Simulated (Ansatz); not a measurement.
## BeS: relaxation of cell and atoms with BLYP

The system is BeS.

```
S Be
1.0
     0.00000    2.42500    2.42500
     2.42500    0.00000    2.42500
     2.42500    2.42500    0.00000
S Be
1 1
Direct
  0.75000 0.75000 0.75000
  0.00000 0.00000 0.00000
```

| Quantity | Value |
| --- | --- |
| Program | Ansatz 0.2.0 |
| Task | relaxation of cell and atoms |
| Functional | BLYP |
| Potentials or basis | Ansatz PAW |
| Cutoff | 420 eV (not typed: the program's choice for these potentials) |
| k mesh | 9 × 9 × 9 |
| Occupations | fermi-dirac, width 0.05 eV |
| Spin | no spin polarisation |

```yaml
Relaxed_volume: 14.97 Å³/atom
Relaxed_cell: a = 3.485 Å, b = 3.485 Å, c = 3.485 Å, α = 60.00°, β = 60.00°, γ = 60.00°
Space_group_after_relaxing_to_0.05_Å: F-43m (No. 216)
Energy_gained_by_relaxing: 9.9 meV/atom
Ionic_steps: 5
Pressure_after_relaxing: 0.0 GPa
Band_gap_on_the_k_mesh: 3.55 eV, indirect (least direct gap 5.69 eV)
```

Step by step:
```
step  energy change (eV)  largest force (eV/Å)  volume (Å³)
   1              0.0000                0.0000        28.52
   2             -0.0161                0.0000        29.32
   3             -0.0196                0.0000        29.90
   4             -0.0196                0.0000        29.94
   5             -0.0197                0.0000        29.94
```

Final structure:
```
CELL_PARAMETERS angstrom
0.00000 2.46448 2.46448
2.46448 0.00000 2.46448
2.46448 2.46448 0.00000
ATOMIC_POSITIONS crystal
S 0.75000 0.75000 0.75000
Be 0.00000 0.00000 0.00000
```

Levels at points of the mesh, in eV from the valence-band top:
```tsv
k point	band 1	band 2	band 3	band 4	band 5	band 6	band 7	band 8
(0.00, 0.00, 0.00)	-13.31	0.00	0.00	0.00	5.69	5.76	5.76	5.76
```

It took 2.7 s on 2 threads of Arm Neoverse V2 (shared host), peak memory 0.28 GiB.

Caveat: odd divisions of the mesh miss points on the zone boundary, where band edges often lie, so the gap on the mesh can be too wide; the plane-wave basis is chosen anew once the cell has moved, so the energies of steps on either side of that aren't comparable; the PAW data sets come from PBE, with cores solved anew for the run's functional, which leaves a small shift of forces and pressure. Zero-point motion and thermal expansion aren't in these numbers.
